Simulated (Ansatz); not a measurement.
Here is an Ansatz 0.2.0 calculation.

File input.yaml:

```yaml
crystal:
  lattice:
    - [0.0, 3.039, 3.039]
    - [3.039, 0.0, 3.039]
    - [3.039, 3.039, 0.0]
  atoms:
    - { symbol: Hg, position: [0.0, 0.0, 0.0] }
    - { symbol: Se, position: [0.75, 0.75, 0.75] }
hamiltonian:
  xc: pbesol
  pseudopotentials: { kind: paw }
kpoints:
  mp_grid: { grid: [8, 8, 8] }
  band_path:
    path:
      - [[0.0, 0.0, 0.0], [0.5, 0.0, 0.5], [0.5, 0.25, 0.75], [0.375, 0.375, 0.75], [0.0, 0.0, 0.0], [0.5, 0.5, 0.5], [0.625, 0.25, 0.625], [0.5, 0.25, 0.75], [0.5, 0.5, 0.5], [0.375, 0.375, 0.75]]
      - [[0.625, 0.25, 0.625], [0.5, 0.0, 0.5]]
    npoints: 14
scf:
  occupations: { method: fermi_dirac, width: 0.05 }
  n_extra_bands: 6
output:
  forces: true
  stress: true
  eigenvalues: true
  fatbands: false
```

Potentials or basis: Ansatz PAW.

Run with:

```console
$ ansatz run input.yaml --threads 2 --pin off --max-ram 5120MiB --backend cpu --events-out ev --progress --plain --runs-dir out
```

(1) Predict the pressure.

(2) Predict the band gap on the k mesh.

## Answers

(1) 1.5 GPa.

(2) none (metal or under the smearing width).

Caveat: spin-orbit coupling is left out, which moves the levels of the heavy elements; the PAW data sets come from PBE, with cores solved anew for the run's functional, which leaves a small shift of forces and pressure.
